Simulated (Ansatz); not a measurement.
Runs of Ansatz 0.2.0 on CdSe. The structure is cubic, space group F-43m (No. 216). The conventional cell has a = 6.141 Å, b = 6.141 Å, c = 6.141 Å, α = 90.00°, β = 90.00°, γ = 90.00°. Cd (site symmetry -43m) is surrounded by 4 Se at 2.66 Å. Se (site symmetry -43m) has 4 Cd at 2.66 Å as nearest neighbours. Measurements of this composition are mostly on another form, of space group No. 186.

```csv
task,level,cell,k mesh,cutoff (eV),gap on the mesh (eV),pressure (GPa),relaxed volume (Å³/atom)
band structure,PBEsol,as given,8 × 8 × 8,266,0.43,-1.4,-
relaxation of cell and atoms,BLYP,relaxed,8 × 8 × 8,-,-,0.0,31.53
phonons,PBEsol,as given,6 × 6 × 6,288,(b),-,-
relaxation of cell and atoms,LDA,relaxed,8 × 8 × 8,-,(a),0.0,27.12
relaxation of cell and atoms,PBEsol+D4,relaxed,8 × 8 × 8,-,0.52,0.0,27.58
```

Alike in all rows: potentials or basis all-electron LAPW, scalar-relativistic; no spin polarisation; smearing fermi-dirac 0.05 eV; basis error allowed 0.001 eV/atom.

Task: Fill in the values left out.

Result: (a) 0.40; (b) 0.42.

A k mesh can miss the band edges, and the runs leave out spin-orbit coupling on Cd, Se.

Runs at the PBE level aren't shown here.
